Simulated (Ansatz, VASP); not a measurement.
**One calculation of MgO, two programs**

Contents of INCAR:

```
  PREC = Accurate
  ENCUT = 520
  EDIFF = 1E-6
  ISMEAR = -1
  SIGMA = 0.02
  LREAL = False
  LASPH = True
  NELM = 80
  ALGO = Normal
  ISIF = 2
  LWAVE = False
  LCHARG = False
  GGA = PE
  NBANDS = 11
```

KPOINTS

```
Automatic mesh
0
Gamma
  10 10 10
```

Contents of POSCAR:

```
MgO
1.0
    0.0000000000      2.1021674158      2.1021674158
    2.1547216012      0.0000000000      2.1021674158
    2.1547216012      2.1021674158      0.0000000000
Mg O
1 1
Direct
    0.0000000000      0.0000000000      0.0000000000
    0.5000000000      0.5000000000      0.5000000000
```

Input for Ansatz:

```yaml
crystal:
  lattice:
    - [0.0, 2.1021674158, 2.1021674158]
    - [2.1547216012, 0.0, 2.1021674158]
    - [2.1547216012, 2.1021674158, 0.0]
  atoms:
    - { symbol: Mg, position: [0.0, 0.0, 0.0] }
    - { symbol: O, position: [0.5, 0.5, 0.5] }
kpoints:
  mp_grid: { grid: [10, 10, 10] }
  band_path:
    path:
      - [0.0, 0.0, 0.0]
      - [0.5, 0.0, 0.5]
      - [0.625, 0.25, 0.625]
      - [0.375, 0.375, 0.75]
      - [0.5, 0.5, 0.5]
      - [0.5, 0.25, 0.75]
    npoints: 1
hamiltonian:
  xc: pbe
scf:
  occupations: { method: fermi_dirac, width: 0.02 }
  n_extra_bands: 4
output:
  forces: true
  stress: true
  eigenvalues: true
  write_density: true
  write_potential: true
  elf: true
  volumetric_format: npy
```

Change from the starting cell: uniaxial_x strain +2.5%.

Alike in both runs: task single point; functional PBE; k mesh 10 × 10 × 10; occupations fermi-dirac, width 0.02 eV; no spin polarisation.

|  | VASP | Ansatz |
| --- | --- | --- |
| version | VASP 6.6.1 | Ansatz 0.2.0 |
| potentials or method | VASP PAW PBE potentials, release 64 (Mg, O) | plane waves, PAW |
| plane-wave cutoff (eV) | 520 | 420 |
| valence electrons in the cell | 8 | 16 |

```csv
,VASP,Ansatz,Ansatz less VASP
gap on the k mesh at the Fermi level (eV),4.50,4.52,+0.018
pressure (GPa),1.0,1.8,+0.75
largest component of the traceless stress (GPa),3.00,2.98,-0.019
```

The functional is the same, so the differences come from potentials, cutoffs and numerics. The two sets of potentials don't hold the same shells in valence.
